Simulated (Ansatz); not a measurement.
Write the native input for Ansatz 0.2.0 that does the following.

- Task: band structure
- Functional: PBE
- Potentials or basis: PseudoDojo stringent (PBE files)
- Cutoff: 1116 eV
- Density cutoff: 4463 eV
- k mesh: 12 × 12 × 4
- Occupations: fermi-dirac, width 0.05 eV
- Spin: no spin polarisation
- Path: [["G", "M", "K", "G", "A", "L", "H", "A"], ["L", "M"], ["K", "H"]]
- Points for each segment of the path: 10

The system is C.

```
C
1.0
     2.52210    0.00000    0.00000
    -1.26105    2.18420    0.00000
     0.00000    0.00000    8.23710
C
8
Direct
  0.66667 0.33333 0.84375
  0.33333 0.66667 0.34375
  0.66667 0.33333 0.65625
  0.33333 0.66667 0.15625
  0.00000 0.00000 0.90625
  0.00000 0.00000 0.40625
  0.00000 0.00000 0.59375
  0.00000 0.00000 0.09375
```

This is a hexagonal form of diamond, not graphite.

The input as run:

input.yaml

```yaml
crystal:
  lattice:
    - [2.5221, 0.0, 0.0]
    - [-1.26105, 2.1842026709, 0.0]
    - [0.0, 0.0, 8.2371]
  atoms:
    - { symbol: C, position: [0.6666666667, 0.3333333333, 0.84375] }
    - { symbol: C, position: [0.3333333333, 0.6666666667, 0.34375] }
    - { symbol: C, position: [0.6666666667, 0.3333333333, 0.65625] }
    - { symbol: C, position: [0.3333333333, 0.6666666667, 0.15625] }
    - { symbol: C, position: [0.0, 0.0, 0.90625] }
    - { symbol: C, position: [0.0, 0.0, 0.40625] }
    - { symbol: C, position: [0.0, 0.0, 0.59375] }
    - { symbol: C, position: [0.0, 0.0, 0.09375] }
hamiltonian:
  xc: pbe
  pseudopotentials: { kind: nc, accuracy: stringent }
kpoints:
  mp_grid: { grid: [12, 12, 4] }
  band_path:
    path:
      - [[0.0, 0.0, 0.0], [0.5, 0.0, 0.0], [0.3333333333, 0.3333333333, 0.0], [0.0, 0.0, 0.0], [0.0, 0.0, 0.5], [0.5, 0.0, 0.5], [0.3333333333, 0.3333333333, 0.5], [0.0, 0.0, 0.5]]
      - [[0.5, 0.0, 0.5], [0.5, 0.0, 0.0]]
      - [[0.3333333333, 0.3333333333, 0.0], [0.3333333333, 0.3333333333, 0.5]]
    npoints: 10
scf:
  occupations: { method: fermi_dirac, width: 0.05 }
  n_extra_bands: 20
output:
  forces: true
  stress: true
  eigenvalues: true
  fatbands: false
```

Potentials or basis: PseudoDojo stringent (PBE files).

The run is started by

```sh
$ ansatz run input.yaml --threads 2 --pin off --max-ram 5120MiB --backend cpu --events-out ev --progress --plain --runs-dir out
```

Results of the run:

* Pressure: 2.6 GPa
* Largest force: 0.329 eV/Å
* Band gap on the k mesh: 4.47 eV, indirect (least direct gap 5.22 eV)
* Band gap along the path: 4.48 eV, indirect (least direct gap 5.22 eV)

Run time: 10 s on 2 threads of Arm Neoverse V2 (shared host), peak memory 0.53 GiB.
